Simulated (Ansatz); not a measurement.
# All-electron card of F

```
F
1.0
     0.00000    2.43708    2.43708
     2.43708    0.00000    2.43708
     2.43708    2.43708    0.00000
F
2
Cartesian
  0.0000 0.0000 0.0000
  1.2185 1.2185 1.2185
```

Atoms are numbered in the order listed.

The structure comes from a relaxation in the same program, started in the diamond type, and has space group Fd-3m. Whether it is a known phase or the ground state wasn't checked.

Theory: DFT, PBE, all-electron LAPW, scalar-relativistic in Ansatz 0.2.0.

Sampling and basis: a Γ-centred 16×16×16 k mesh, Fermi–Dirac smearing of 0.05 eV, basis error target 0.5 meV/atom, no spin polarisation.

```json
{"Volume per atom": "14.47 Å³", "Pressure at this cell": "-0.04 GPa"}
```

Q: Density of states at the Fermi level (0.2 eV bin): what does the calculation give?

A: 6.56 states/eV per cell.

Q: Band gap: what does the calculation give?

A: None at this level of theory (metallic, semimetallic, or a small gap that the functional closes).
